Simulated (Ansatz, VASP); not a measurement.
**ZnAu in VASP and in Ansatz**

The input INCAR:

```
SYSTEM = ZnAu
PREC = Accurate ; ENCUT = 520
EDIFF = 1E-6 ; ISMEAR = 0
SIGMA = 0.15 ; LREAL = .False.
LASPH = .True. ; NELM = 100
ALGO = Normal ; ISIF = 2
LWAVE = .False. ; LCHARG = .True.
GGA = PS ; LELF = .True.
LVHAR = .True. ; NBANDS = 18
```

KPOINTS

```
regular mesh
0
Gamma
  16 16 16
  0 0 0
```

POSCAR

```
ZnAu
1.0
    2.8037994083      0.0000000000      0.0000000000
    0.0000000000      2.8037994083      0.0000000000
    0.0000000000      0.0000000000      3.9645723634
Zn Au
1 1
Direct
    0.5000000000      0.5000000000      0.5000000000
    0.0000000000      0.0000000000      0.0000000000
```

Input for Ansatz:

```yaml
crystal:
  lattice:
    - [2.8037994083, 0.0, 0.0]
    - [0.0, 2.8037994083, 0.0]
    - [0.0, 0.0, 3.9645723634]
  atoms:
    - { symbol: Zn, position: [0.5, 0.5, 0.5] }
    - { symbol: Au, position: [0.0, 0.0, 0.0] }
basis:
  ecutwfc: 420
kpoints:
  mp_grid: { grid: [16, 16, 16] }
hamiltonian:
  xc: pbesol
scf:
  occupations: { method: gaussian, width: 0.15 }
output:
  forces: true
  stress: true
  eigenvalues: true
```

Alike in both runs: task single point; functional PBEsol; k mesh 16 × 16 × 16; occupations gaussian, width 0.15 eV; no spin polarisation.

|  | VASP | Ansatz |
| --- | --- | --- |
| version | VASP 6.6.1 | Ansatz 0.2.0 |
| potentials or method | VASP PAW PBE potentials, release 64 (Zn, Au) | scalar-relativistic, plane waves, PAW |
| plane-wave cutoff (eV) | 520 | 420 |
| valence electrons in the cell | 23 | 31 |

|  | VASP | Ansatz | Ansatz less VASP |
| --- | --- | --- | --- |
| gap on the k mesh at the Fermi level (eV) | none | none | - |
| pressure (GPa) | -1.2 | -1.3 | -0.12 |
| largest component of the traceless stress (GPa) | 3.69 | 3.76 | +0.078 |

A gap of «none» marks a metal or a gap that the smearing closes. The two sets of potentials don't hold the same shells in valence.

Caveats: the PAW data sets were made with another functional, which shifts forces and pressure a little (VASP). Spin-orbit coupling is left out, which matters for the levels of Au.
